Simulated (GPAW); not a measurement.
TiB2, 3 atoms in the cell. It takes space group P6/mmm (No. 191, hexagonal). Conventional cell: a = 3.029 Å, b = 3.029 Å, c = 3.228 Å, α = 90.00°, β = 90.00°, γ = 120.00°. Ti (site symmetry 6/mmm) has 12 B at 2.38 Å as nearest neighbours. B (site symmetry -6m2) has 3 B at 1.75 Å as nearest neighbours. 

- Program: GPAW 26.7.0
- Task: equation of state
- Functional: r2SCAN
- Potentials or basis: GPAW PAW data sets (gpaw-data 1.2.1)
- Cutoff: 800 eV
- Basis: pw
- k mesh: 8 × 8 × 7
- Occupations: fermi-dirac, width 0.05 eV
- Spin: no spin polarisation
- Ranks: 4
- Maxiter: 150
- Eos scales: [0.94, 0.96, 0.98, 1.0, 1.02, 1.04, 1.06]

Potentials or basis: GPAW PAW data sets (gpaw-data 1.2.1), pw.

The run is started by

```sh
$ OMP_NUM_THREADS=1 mpirun -n 4 gpaw python run.py
```

Hardware: 4 MPI ranks on Arm Neoverse V1, on a shared host.

Task: Estimate the wall time of this run.

Result: It took 2.1 min on 4 MPI ranks on Arm Neoverse V1, with other jobs on the host, peak memory 0.49 GiB a rank. Counts: scf iterations 73, plane waves 1250, bands 20, k points 40.
